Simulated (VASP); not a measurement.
# Li (P6_3/mmc) in VASP: single point with r2SCAN

Aim: the single point of Li with r2SCAN.

Program: VASP 6.6.1. These are calculated values, not measurements. Logs are shortened: lines on timing, memory, paths and dates and some standing lists are left out, and cuts for length are marked.

## (1) Starting point

It takes space group P6_3/mmc (No. 194, hexagonal). The conventional cell has a = 3.111 Å, b = 3.111 Å, c = 5.093 Å, α = 90.00°, β = 90.00°, γ = 120.00°. Li (site symmetry -6m2) has 12 Li at 3.11 to 3.12 Å as nearest neighbours.

This isn't the form of Li at room conditions, which is bcc.

## (2) Single point, r2SCAN

File INCAR:

```
SYSTEM = Li
PREC     = Accurate       ! precision mode
ENCUT    = 520            ! plane-wave cutoff, eV
EDIFF    = 1E-7           ! SCF threshold, eV
ISMEAR   = -1             ! smearing method
SIGMA    = 0.05           ! smearing width, eV
LREAL    = .False.        ! projectors in reciprocal space
LASPH    = .True.         ! aspherical terms in the spheres
NELM     = 80             ! most SCF steps
ALGO     = Normal         ! electronic algorithm
ISIF     = 2              ! what is computed and relaxed
LWAVE    = .False.        ! write WAVECAR
LCHARG   = .False.        ! write CHGCAR
METAGGA  = R2SCAN         ! meta-GGA
LMIXTAU  = .True.       
NBANDS   = 10             ! bands
```

File KPOINTS:

```
regular mesh
0
Gamma
  10 10 5
  0 0 0
```

File POSCAR:

```
Li
1.0
    3.1110000000      0.0000000000      0.0000000000
   -1.5555000000      2.6942050312      0.0000000000
    0.0000000000      0.0000000000      5.0930000000
Li
2
Direct
    0.6666666667      0.3333333333      0.7500000000
    0.3333333333      0.6666666667      0.2500000000
```

Potentials or basis: VASP PAW PBE potentials, release 64 (Li_sv).

Started as:

```sh
$ cat potpaw_PBE.64/Li_sv/POTCAR > POTCAR
$ mpirun -np 1 vasp_std > vasp.out
```

OUTCAR:

```text
SYSTEM = Li
   PREC = Accurate
   ENCUT = 520
   EDIFF = 1E-7
   ISMEAR = -1
   LREAL = .False.
   LASPH = .True.
   NELM = 80
   ISIF = 2
   METAGGA = R2SCAN

 ion  position               nearest neighbor table
   1  0.667  0.333  0.750-
   2  0.333  0.667  0.250-

  LATTYP: Found a hexagonal cell.
 ALAT       =     3.1110000000
 C/A-ratio  =     1.6370941819

  Lattice vectors:

 A1 = (   3.1110000000,   0.0000000000,   0.0000000000)
 A2 = (  -1.5555000000,   2.6942050312,   0.0000000000)
 A3 = (   0.0000000000,   0.0000000000,   5.0930000000)

Analysis of symmetry for initial positions (statically):
=====================================================================
 Subroutine PRICEL returns:
 Original cell was already a primitive cell.

 Routine SETGRP: Setting up the symmetry group for a
 hexagonal supercell.

 Subroutine GETGRP returns: Found 24 space group operations
 (whereof 12 operations were pure point group operations)
 out of a pool of 24 trial point group operations.

The static configuration has the point symmetry D_3d.
 The point group associated with its full space group is D_6h.

Analysis of symmetry for dynamics (positions and initial velocities):
=====================================================================
 Subroutine PRICEL returns:
 Original cell was already a primitive cell.

 Routine SETGRP: Setting up the symmetry group for a
 hexagonal supercell.

 Subroutine GETGRP returns: Found 24 space group operations
 (whereof 12 operations were pure point group operations)
 out of a pool of 24 trial point group operations.

The dynamic configuration has the point symmetry D_3d.
 The point group associated with its full space group is D_6h.

 Subroutine INISYM returns: Found 24 space group operations
 (whereof 12 operations are pure point group operations),
 and found     1 'primitive' translations

----------------------------------------------------------------------------------------

                                     Primitive cell

  volume of cell :      42.6879

  direct lattice vectors                    reciprocal lattice vectors
     3.111000000  0.000000000  0.000000000     0.321440051  0.185583500  0.000000000
    -1.555500000  2.694205031  0.000000000     0.000000000  0.371167000  0.000000000
     0.000000000  0.000000000  5.093000000     0.000000000  0.000000000  0.196347929

  length of vectors
     3.111000000  3.111000000  5.093000000     0.371167000  0.371167000  0.196347929

  position of ions in fractional coordinates (direct lattice)
     0.666666667  0.333333333  0.750000000
     0.333333333  0.666666667  0.250000000

  ion indices of the primitive-cell ions
   primitive index   ion index
                 1           1
                 2           2

----------------------------------------------------------------------------------------

 KPOINTS: regular mesh

Automatic generation of k-mesh.
 Grid dimensions read from file:
 generate k-points for:   10   10    5

 Generating k-lattice:

  Cartesian coordinates                     Fractional coordinates (reciprocal lattice)
     0.032144005  0.018558350  0.000000000     0.100000000 -0.000000000  0.000000000
     0.000000000  0.037116700  0.000000000     0.000000000  0.100000000  0.000000000
     0.000000000  0.000000000  0.039269586     0.000000000  0.000000000  0.200000000

  Length of vectors
     0.037116700  0.037116700  0.039269586

  Shift w.r.t. Gamma in fractional coordinates (k-lattice)
     0.000000000  0.000000000  0.000000000

 Subroutine IBZKPT returns following result:
 ===========================================

 Found     42 irreducible k-points:

 Following reciprocal coordinates:
            Coordinates               Weight
  0.000000  0.000000  0.000000      1.000000
  0.100000  0.000000  0.000000      6.000000
  0.200000  0.000000  0.000000      6.000000
  0.300000  0.000000  0.000000      6.000000
  0.400000 -0.000000  0.000000      6.000000
  0.500000  0.000000  0.000000      3.000000
[... 16 lines left out ...]
  0.300000  0.100000  0.200000     24.000000
  0.400000  0.100000  0.200000     24.000000
 [... further k-points ...]
   k-points           NKPTS =     42   k-points in BZ     NKDIM =     42   number of bands    NBANDS=     10
   number of dos      NEDOS =    301   number of ions     NIONS =      2
   total plane-waves  NPLWV =  23040
   dimension x,y,z NGX =    24 NGY =   24 NGZ =   40
   dimension x,y,z NGXF=    48 NGYF=   48 NGZF=   80
   ions per type =               2
   NGX,Y,Z   is equivalent  to a cutoff of  12.83, 12.83, 13.06 a.u.
   NGXF,Y,Z  is equivalent  to a cutoff of  25.65, 25.65, 26.11 a.u.
 SYSTEM =  Li
   PREC   = accura    normal or accurate (medium, high low for compatibility)
   ISTART =      0    job   : 0-new  1-cont  2-samecut
   ICHARG =      2    charge: 1-file 2-atom 10-const
   ISPIN  =      1    spin polarized calculation?
   LNONCOLLINEAR =      F non collinear calculations
   LSORBIT =      F    spin-orbit coupling
   LASPH  =      T    aspherical Exc in radial PAW
   ENCUT  =  520.0 eV  38.22 Ry    6.18 a.u.   5.78  5.78  9.47*2*pi/ulx,y,z
   NELM   =     80;   NELMIN=  2; NELMDL= -5     # of ELM steps
   EDIFF  = 0.1E-06   stopping-criterion for ELM
   LREAL  =      F    real-space projection
   EDIFFG = 0.1E-05   stopping-criterion for IOM
   NSW    =      0    number of steps for IOM
   IBRION =     -1    ionic relax: 0-MD 1-quasi-New 2-CG
   NFREE  =      0    steps in history (QN), initial steepest desc. (CG)
   ISIF   =      2    stress and relaxation
   ISYM   =      2    0-nonsym 1-usesym 2-fastsym
   POTIM  = 0.5000    time-step for ionic-motion
   TEBEG  =    0.0;   TEEND  =   0.0 temperature during run
   PSTRESS=    0.0 pullay stress
   NELECT =       6.0000    total number of electrons
   NUPDOWN=      -1.0000    fix difference up-down
   EMIN   =  10.00;   EMAX   =-10.00  energy-range for DOS
   EFERMI =   0.00;   METHOD = LEGACY
   ISMEAR =    -1;   SIGMA  =   0.05  broadening in eV -4-tet -1-fermi 0-gaus
   EFERMI_NEDOS =   21; number of points for ismear=-14 and -15
   IALGO  =     38    algorithm
   IMIX   =      4    mixing-type and parameters
     AMIX     =   0.40;   BMIX     =  1.00
     AMIX_MAG =   1.60;   BMIX_MAG =  1.00
  volume/ion in A,a.u.               =      21.34       144.04
  Fermi-wavevector in a.u.,A,eV,Ry     =   0.851185  1.608506  9.857630  0.724515
  Thomas-Fermi vector in A             =   1.967278
   LORBIT       =      0    0 simple, 1 ext, 2 COOP (PROOUT), +10 PAW based schemes
   METAGGA = R2SCAN    functional components
   LHFCALC =     F    Hartree Fock is set to
   AEXX    =    0.0000 exact exchange contribution
   IVDW    =     0    specifies the selected vdW correction
   LEPSILON=     F    determine dielectric tensor
   LRPA    =     F    only Hartree local field effects (RPA)
 non-spin polarized calculation
  energy-cutoff  :      520.00
  volume of cell :       42.69
 maximum number of plane-waves:      1162
 NGX is ok and might be reduce to    24
   NGX = 11   NGY = 11   NGZ = 19

 number of electron       5.9999991 magnetization

 Free energy of the ion-electron system (eV)
  ---------------------------------------------------
  ext. energy  EPLUGINS =         0.00000000
  ---------------------------------------------------
  free energy    TOTEN  =        -4.77305603 eV

  energy without entropy =       -4.76622301  energy(sigma->0) =       -4.76963952

 E-fermi :   0.4929     XC(G=0):  -7.3163

 val. band max:        0.4730025262   @ k =   0.2000   0.2000   0.4000
 cond. band min:       0.4951911348   @ k =   0.0000   0.0000   0.0000
 fundamental gap:      0.0221886085
 Fermi energy:         0.4928898477

 k-point     1 :       0.0000    0.0000    0.0000
  band No.  band energies     occupation
      1     -47.7038      2.00000
      2     -47.6886      2.00000
      3      -3.2781      2.00000
      4       0.4952      0.97699
      5       3.4913      0.00000
      6      13.8770      0.00000
      7      13.8780      0.00000
      8      15.2717      0.00000
      9      15.2726      0.00000
     10      16.0457      0.00000

 k-point     2 :       0.1000    0.0000    0.0000
  band No.  band energies     occupation
      1     -47.7025      2.00000
      2     -47.6879      2.00000
      3      -3.1087      2.00000
      4       0.7147      0.02342
      5       3.5616      0.00000
      6      12.0844      0.00000
      7      12.7516      0.00000
      8      15.2157      0.00000
      9      15.8201      0.00000
     10      15.9571      0.00000

 k-point     3 :       0.2000    0.0000    0.0000
  band No.  band energies     occupation
      1     -47.6990      2.00000
      2     -47.6863      2.00000
      3      -2.5998      2.00000
      4       1.3715      0.00000
      5       3.7318      0.00000
      6       9.3528      0.00000
      7      11.3849      0.00000
      8      14.0841      0.00000
      9      14.0946      0.00000
     10      15.0743      0.00000

 k-point     4 :       0.3000    0.0000    0.0000
  band No.  band energies     occupation
      1     -47.6944      2.00000
      2     -47.6846      2.00000
      3      -1.7540      2.00000
      4       2.4613      0.00000
      5       3.7146      0.00000
      6       7.2328      0.00000
      7      10.3549      0.00000
      8      11.1864      0.00000
      9      11.6441      0.00000
     10      14.8021      0.00000
[... 222 lines left out ...]
 k-point    22 :       0.2000    0.1000    0.2000
  band No.  band energies     occupation
      1     -47.6950      2.00000
      2     -47.6862      2.00000
      3      -1.8985      2.00000
      4       0.9351      0.00029
      5       5.3288      0.00000
      6       8.1829      0.00000
      7       9.7067      0.00000
      8      11.5959      0.00000
      9      13.0503      0.00000
     10      13.9590      0.00000

 k-point    23 :       0.3000    0.1000    0.2000
  band No.  band energies     occupation
      1     -47.6909      2.00000
      2     -47.6846      2.00000
      3      -0.8900      2.00000
      4       1.8873      0.00000
      5       4.8220      0.00000
      6       7.0637      0.00000
      7       8.0143      0.00000
      8       9.9490      0.00000
      9      12.1745      0.00000
     10      12.9017      0.00000

 k-point    24 :       0.4000    0.1000    0.2000
  band No.  band energies     occupation
      1     -47.6880      2.00000
      2     -47.6840      2.00000
      3       0.3535      1.88394
      4       2.0254      0.00000
      5       4.4349      0.00000
      6       5.9305      0.00000
      7       7.7112      0.00000
      8       9.1363      0.00000
      9      11.1931      0.00000
     10      12.2327      0.00000

 [... further k-points ...]

------------------------ aborting loop because EDIFF is reached ----------------------------------------

  FORCE on cell =-STRESS in cart. coord.  units (eV):
  Direction    XX          YY          ZZ          XY          YZ          ZX
  --------------------------------------------------------------------------------------
  -------------------------------------------------------------------------------------
  Total       -0.0355524     -0.0355524     -0.0861472      0.0000000      0.0000000      0.0000000
  in kB       -1.3343676     -1.3343676     -3.2333115      0.0000000      0.0000000      0.0000000
  external PRESSURE =      -1.9673489 kB  Pullay stress =       0.0000000 kB

 VOLUME and BASIS-vectors are now :
 -----------------------------------------------------------------------------
  energy-cutoff  :      520.00
  volume of cell :       42.69
      direct lattice vectors                 reciprocal lattice vectors
     3.111000000  0.000000000  0.000000000     0.321440051  0.185583500  0.000000000
    -1.555500000  2.694205031  0.000000000     0.000000000  0.371167000  0.000000000
     0.000000000  0.000000000  5.093000000     0.000000000  0.000000000  0.196347929

 POSITION                                       TOTAL-FORCE (eV/Angst)
 -----------------------------------------------------------------------------------
      1.55550      0.89807      3.81975         0.000000     -0.000000      0.000000
     -0.00000      1.79614      1.27325        -0.000000      0.000000      0.000000
 -----------------------------------------------------------------------------------
    total drift:                               -0.000000      0.000000     -0.000000

  FREE ENERGIE OF THE ION-ELECTRON SYSTEM (eV)
  ---------------------------------------------------
  free  energy   TOTEN  =        -4.7730560300 eV

  energy  without entropy=       -4.7662230063  energy(sigma->0) =       -4.76963952
```

It took 1.7 min on 1 thread of Intel Xeon Platinum 8259CL at 2.50GHz (Skylake/Cascade Lake), shared host; peak memory 0.16 GiB.

Results:

- Free energy: -4.7731 eV
- Band gap on the k mesh: none (metal or under the smearing width)

Caveat: the cutoff is under 1.25 times the usual one of these potentials, so pressure, stress and relaxed cells hold a basis-set (Pulay) error; the PAW data sets were made with another functional, which shifts forces and pressure a little.

## (3) For comparison

An earlier run on the cell as given: functional PBE; potentials or basis VASP PAW PBE potentials, release 64 (Li_sv); cutoff 520 eV; k mesh 10 × 10 × 5; occupations fermi-dirac, width 0.05 eV; no spin polarisation.

- Band gap on the k mesh: none (metal or under the smearing width)
